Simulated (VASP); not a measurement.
## Input and output of a VASP PBE single-point calculation on SnSe2 (strained 1T (CdI2) bulk)

INCAR

```
LREAL = .FALSE.
EDIFF = 1E-7
ISMEAR = -1
NBANDS = 20
SIGMA = 0.02
ISIF = 2
ENCUT = 520
PREC = Accurate
IBRION = -1
NELM = 120
GGA = PE
NSW = 0
LASPH = .TRUE.
LWAVE = .FALSE.
LCHARG = .FALSE.
```

KPOINTS

```
KPOINTS created by Atomic Simulation Environment
0
Gamma
12 12 4
0 0 0
```

KPOINTS_OPT

```
special points
8
Reciprocal
0.0000000000 0.0000000000 0.0000000000 1
0.5000000000 0.0000000000 0.0000000000 1
0.3333333333 0.3333333333 0.0000000000 1
0.0000000000 0.0000000000 0.5000000000 1
0.5000000000 0.0000000000 0.5000000000 1
0.3333333333 0.3333333333 0.5000000000 1
-0.1197920000 0.1197920000 0.1744790000 1
0.0000000000 0.4713540000 0.3828120000 1
```

POSCAR

```
Sn Se
 1.0000000000000000
     3.7103948499090365    0.0000000000288674    0.0000000000000000
    -1.8551974249795182    3.2132961980777410    0.0000000000000000
     0.0000000000000000    0.0000000000000000    6.3846156288999998
 Sn  Se
   1   2
Cartesian
  0.0000000000000000 -0.0000000000000000  0.0000000000000000
 -0.0000000000166667  2.1421974653947831  1.6132484966075027
  1.8551974249461844  1.0710987327118253  4.7713671322924975
```

VASP ran with the recommended PBE PAW datasets (26 valence electrons in the cell).

Command

```
mpirun -np 1 vasp_std
```

From OUTCAR

```
k-points           NKPTS =     69   k-points in BZ     NKDIM =     69   number of bands    NBANDS=     20

   NELECT =      26.0000    total number of electrons

   dimension x,y,z NGX =    28 NGY =   28 NGZ =   48
   dimension x,y,z NGXF=    56 NGYF=   56 NGZF=   96

  energy-cutoff  :      520.00
  volume of cell :       76.12
      direct lattice vectors                 reciprocal lattice vectors
     3.710394850  0.000000000  0.000000000     0.269513095  0.155603458  0.000000000
    -1.855197425  3.213296198  0.000000000    -0.000000000  0.311206916  0.000000000
     0.000000000  0.000000000  6.384615629     0.000000000  0.000000000  0.156626500

 k-points in reciprocal lattice and weights: KPOINTS created by Atomic Simulation Env
   0.00000000  0.00000000  0.00000000       0.002
   0.08333333  0.00000000  0.00000000       0.010
   0.16666667  0.00000000  0.00000000       0.010
   0.25000000  0.00000000  0.00000000       0.010
   0.33333333  0.00000000  0.00000000       0.010
   0.41666667  0.00000000  0.00000000       0.010
   0.50000000  0.00000000  0.00000000       0.005
   0.08333333  0.08333333  0.00000000       0.010
   ...

 E-fermi :   4.7062

 k-point     1 :       0.0000    0.0000    0.0000
  band No.  band energies     occupation
      1     -16.9447      2.00000
      2     -16.9447      2.00000
      3     -16.8909      2.00000
      4     -16.8775      2.00000
      5     -16.8775      2.00000
      6      -9.7484      2.00000
      7      -8.1145      2.00000
      8      -2.1061      2.00000
      9       3.8119      2.00000
     10       3.9581      2.00000
     11       3.9581      2.00000
     12       4.2539      2.00000
     13       4.2539      2.00000
     14       5.6887      0.00000
     15       7.7506      0.00000
     16       9.2514      0.00000
     17       9.2514      0.00000
     18      12.0007      0.00000
     19      13.5145      0.00000
     20      13.5145      0.00000

 k-point     2 :       0.0833    0.0000    0.0000
  band No.  band energies     occupation
      1     -16.9479      2.00000
      2     -16.9409      2.00000
      3     -16.8884      2.00000
      4     -16.8804      2.00000
      5     -16.8776      2.00000
      6      -9.6735      2.00000
      7      -8.0594      2.00000
      8      -2.0730      2.00000
      9       3.1043      2.00000
     10       3.6399      2.00000
     11       3.6495      2.00000
     12       4.0468      2.00000
     13       4.3809      2.00000
     14       6.2872      0.00000
     15       8.1968      0.00000
     16       8.9689      0.00000
     17       9.3931      0.00000
     18      12.2297      0.00000
     19      12.7212      0.00000
     20      13.6193      0.00000

 k-point     3 :       0.1667    0.0000    0.0000
  band No.  band energies     occupation
      1     -16.9576      2.00000
      2     -16.9311      2.00000
      3     -16.8887      2.00000
      4     -16.8801      2.00000
      5     -16.8772      2.00000
      6      -9.4531      2.00000
      7      -7.9067      2.00000
      8      -2.0051      2.00000
      9       1.8433      2.00000
     10       2.8373      2.00000
     11       3.1552      2.00000
     12       3.9391      2.00000
     13       4.4129      2.00000
     14       6.8188      0.00000
     15       8.2357      0.00000
     16       9.4291      0.00000
     17       9.6862      0.00000
     18      11.5778      0.00000
     19      12.6826      0.00000
     20      13.6089      0.00000

 k-point     4 :       0.2500    0.0000    0.0000
  band No.  band energies     occupation
      1     -16.9727      2.00000
      2     -16.9199      2.00000
      3     -16.8976      2.00000
      4     -16.8745      2.00000
      5     -16.8692      2.00000
      6      -9.1037      2.00000
      7      -7.6973      2.00000
      8      -2.0199      2.00000
      9       0.7800      2.00000
     10       1.9495      2.00000
     11       2.6745      2.00000
     12       3.8292      2.00000
     13       4.3272      2.00000
     14       6.4279      0.00000
     15       8.3585      0.00000
     16       9.8683      0.00000
     17       9.9815      0.00000
     18      10.8352      0.00000
     19      12.9620      0.00000
     20      13.6954      0.00000

 k-point     5 :       0.3333    0.0000    0.0000
  band No.  band energies     occupation
      1     -16.9892      2.00000
      2     -16.9126      2.00000
      3     -16.9055      2.00000
      4     -16.8679      2.00000
      5     -16.8580      2.00000
      6      -8.6637      2.00000
      7      -7.5062      2.00000
      8      -2.2869      2.00000
      9       0.1418      2.00000
     10       1.3183      2.00000
     11       2.2879      2.00000
     12       3.5456      2.00000
     13       4.2054      2.00000
     14       5.8949      0.00000
     15       8.3541      0.00000
     16       9.8601      0.00000
     17       9.9051      0.00000
     18      10.6322      0.00000
     19      13.4715      0.00000
     20      14.1029      0.00000

 k-point     6 :       0.4167    0.0000    0.0000
  band No.  band energies     occupation
      1     -17.0017      2.00000
      2     -16.9108      2.00000
      3     -16.9098      2.00000
      4     -16.8603      2.00000
      5     -16.8496      2.00000
      6      -8.2180      2.00000
      7      -7.4305      2.00000
      8      -2.6856      2.00000
      9      -0.2018      2.00000
     10       1.1470      2.00000
     11       2.0407      2.00000
     12       3.1229      2.00000
     13       4.1099      2.00000
     14       5.6048      0.00000
     15       8.2127      0.00000
     16       9.6571      0.00000
     17       9.7840      0.00000
     18      10.7339      0.00000
     19      13.7831      0.00000
     20      14.6807      0.00000

 k-point     7 :       0.5000    0.0000    0.0000
  band No.  band energies     occupation
      1     -17.0064      2.00000
      2     -16.9126      2.00000
      3     -16.9092      2.00000
      4     -16.8570      2.00000
      5     -16.8466      2.00000
      6      -7.9810      2.00000
      7      -7.4617      2.00000
      8      -2.8668      2.00000
      9      -0.3396      2.00000
     10       1.1963      2.00000
     11       1.9559      2.00000
     12       2.8894      2.00000
     13       4.0746      2.00000
     14       5.5241      0.00000
     15       8.1445      0.00000
     16       9.5679      0.00000
     17       9.7473      0.00000
     18      10.7794      0.00000
     19      14.1582      0.00000
     20      14.4825      0.00000

 k-point     8 :       0.0833    0.0833    0.0000
  band No.  band energies     occupation
      1     -16.9535      2.00000
      2     -16.9351      2.00000
      3     -16.8853      2.00000
      4     -16.8839      2.00000
      5     -16.8771      2.00000
      6      -9.5257      2.00000
      7      -7.9554      2.00000
      8      -2.0217      2.00000
      9       2.3259      2.00000
     10       2.6648      2.00000
     11       3.6691      2.00000
     12       4.0343      2.00000
     13       4.1829      2.00000
     14       6.7950      0.00000
     15       8.6608      0.00000
     16       8.7603      0.00000
     17       9.6749      0.00000
     18      11.9987      0.00000
     19      12.3734      0.00000
     20      13.5504      0.00000

 k-point     9 :       0.1667    0.0833    0.0000
  band No.  band energies     occupation
      1     -16.9646      2.00000
      2     -16.9264      2.00000
      3     -16.8928      2.00000
      4     -16.8795      2.00000
      5     -16.8710      2.00000
      6      -9.2400      2.00000
      7      -7.7731      2.00000
      8      -1.9894      2.00000
      9       1.2789      2.00000
     10       1.8971      2.00000
     11       3.1479      2.00000
     12       3.7647      2.00000
     13       4.1828      2.00000
     14       6.7986      0.00000
     15       8.6258      0.00000
     16       9.4642      0.00000
     17       9.9273      0.00000
     18      11.2588      0.00000
     19      12.2376      0.00000
     20      13.8478      0.00000

 k-point    10 :       0.2500    0.0833    0.0000
  band No.  band energies     occupation
      1     -16.9792      2.00000
      2     -16.9187      2.00000
      3     -16.9004      2.00000
      4     -16.8748      2.00000
      5     -16.8604      2.00000
      6      -8.8423      2.00000
      7      -7.5690      2.00000
      8      -2.1336      2.00000
      9       0.4557      2.00000
     10       1.3552      2.00000
     11       2.4720      2.00000
     12       3.5471      2.00000
     13       4.0653      2.00000
     14       6.3075      0.00000
     15       8.7785      0.00000
     16       9.7091      0.00000
     17      10.1288      0.00000
     18      10.7252      0.00000
     19      12.6861      0.00000
     20      13.9478      0.00000

 ...

  Total        3.4082021      3.4082021      1.6539040     -0.0000000     -0.0000000     -0.0000000
  in kB       71.7348636     71.7348636     34.8108981     -0.0000000     -0.0000000     -0.0000000
  external PRESSURE =      59.4268751 kB  Pullay stress =       0.0000000 kB

 POSITION                                       TOTAL-FORCE (eV/Angst)
 -----------------------------------------------------------------------------------
      0.00000      0.00000      0.00000         0.000000     -0.000000      0.000000
     -0.00000      2.14220      1.61325         0.000000      0.000000      0.301239
      1.85520      1.07110      4.77137        -0.000000      0.000000     -0.301239
 -----------------------------------------------------------------------------------
    total drift:                               -0.000000     -0.000000     -0.000000

  FREE ENERGIE OF THE ION-ELECTRON SYSTEM (eV)
  ---------------------------------------------------
  free  energy   TOTEN  =       -11.7164018784 eV

  energy  without entropy=      -11.7164018420  energy(sigma->0) =      -11.71640186
```

| Item | Value |
| --- | --- |
| gap between bands v and c | 0.46 eV |
| least direct gap | 1.13 eV |
| pressure | 5.9 GPa |
| largest force | 0.30 eV/Å |

Band v is the last that the valence electrons fill when counted band by band, and c is the next.

The run took about 80 s on one core of a shared host (Intel Xeon Platinum 8488C) and held 0.3 GiB at most.
